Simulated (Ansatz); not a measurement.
# BN: moving B off its site

BN, F-43m, a = 3.626 Å (as given, not relaxed at this level: -5.2 GPa). The compound has several low-lying forms, and this is one of them. Ansatz: r2SCAN, PAW, 500 eV, Γ-centred 12×12×12 mesh on 2 atoms, Gaussian smearing 0.05 eV; no spin polarisation.

```yaml
crystal:
  lattice:
    - [0.00000, 1.81300, 1.81300]
    - [1.81300, 0.00000, 1.81300]
    - [1.81300, 1.81300, 0.00000]
  atoms:
    - { symbol: B, position: [0.00000, 0.00000, 0.00000] }
    - { symbol: N, position: [0.75000, 0.75000, 0.75000] }
```

Atom 1 (B) moves by x along the unit vector (0.707, -0.707, 0.000), with its periodic images; all else is held. y is the free energy of the cell over the start, F the force along the path summed over the moved atoms. Symmetry makes y even in x.

```
  x (Å) y (meV) F (eV/Å)
-0.1000        ?         ?
-0.0500     29.5      1.18
 0.0000      0.0      0.00
 0.0125      1.8     -0.30
 0.0250      7.4     -0.59
 0.0375     16.6     -0.89
 0.0625     46.1     -1.48
 0.0750     66.4     -1.77
 0.0875     90.4     -2.06
```

**Question.** Fit y = c2 x² + c4 x⁴ to the energies of the other rows, give the force constant, and predict energy and force of the missing row.

**Answer.** Least squares on the rows shown. y = 11800 x² + 1162 x⁴. The force constant is 2 c2 = 23.6 eV/Å², for the cell as given, at -5.2 GPa (for all images moving together, not for a lone atom). With two atoms in a cubic cell this is the optical mode at Γ without the LO field: ω = 521.5 √(2 c2/μ) = 1026 cm⁻¹ for μ = 6.10 u. The force −dy/dx at the missing row is 2.36 eV/Å (computed 2.36). At x = -0.1000 the fit asked for gives 118.1 meV. The run gave 118.0 meV, so the fit is 0.1 meV too high, a small miss on the scale of the series.